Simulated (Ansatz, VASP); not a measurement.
## Two plane-wave programs on NaCl

INCAR

```
PREC     = Accurate       # precision mode
ENCUT    = 520            # plane-wave cutoff, eV
EDIFF    = 1E-7           # SCF threshold, eV
ISMEAR   = -1             # smearing method
SIGMA    = 0.05           # smearing width, eV
LREAL    = False          # projectors in reciprocal space
LASPH    = True           # aspherical terms in the spheres
NELM     = 100            # most SCF steps
ALGO     = Normal         # electronic algorithm
ISIF     = 2              # what is computed and relaxed
LWAVE    = False          # write WAVECAR
LCHARG   = False          # write CHGCAR
GGA      = PE             # functional
NBANDS   = 14             # bands
```

KPOINTS

```
Automatic mesh
0
Gamma
  8 8 8
```

Contents of POSCAR:

```
NaCl
1.0
    3.4306966741      0.0000000000      0.0000000000
    0.0000000000      3.4306966741      0.0000000000
    0.0000000000      0.0000000000      3.4306966741
Cl Na
1 1
Direct
    0.5000000000      0.5000000000      0.5000000000
    0.0000000000      0.0000000000      0.0000000000
```

input.yaml

```yaml
crystal:
  lattice:
    - [3.4306966741, 0.0, 0.0]
    - [0.0, 3.4306966741, 0.0]
    - [0.0, 0.0, 3.4306966741]
  atoms:
    - { symbol: Cl, position: [0.5, 0.5, 0.5] }
    - { symbol: Na, position: [0.0, 0.0, 0.0] }
hamiltonian:
  xc: pbe
  pseudopotentials: { kind: paw }
kpoints:
  mp_grid: { grid: [8, 8, 8] }
scf:
  occupations: { method: fermi_dirac, width: 0.05 }
output:
  forces: true
  stress: true
  eigenvalues: true
```

Change from the starting cell: volume scaled by 0.94.

Alike in both runs: task single point; functional PBE; k mesh 8 × 8 × 8; occupations fermi-dirac, width 0.05 eV; no spin polarisation.

|  | VASP | Ansatz |
| --- | --- | --- |
| version | VASP 6.6.1 | Ansatz 0.2.0 |
| potentials or method | VASP PAW PBE potentials, release 64 (Cl, Na_pv) | Ansatz PAW |
| plane-wave cutoff (eV) | 520 | 420 |
| valence electrons in the cell | 14 | 16 |

```tsv
	VASP	Ansatz	Ansatz less VASP
gap on the k mesh at the Fermi level (eV)	4.20	4.20	0.000
least direct gap on the mesh (eV)	4.74	4.74	0.000
pressure (GPa)	1.9	2.0	+0.05
```

The two sets of potentials don't hold the same shells in valence.

A k mesh can miss the band edges.
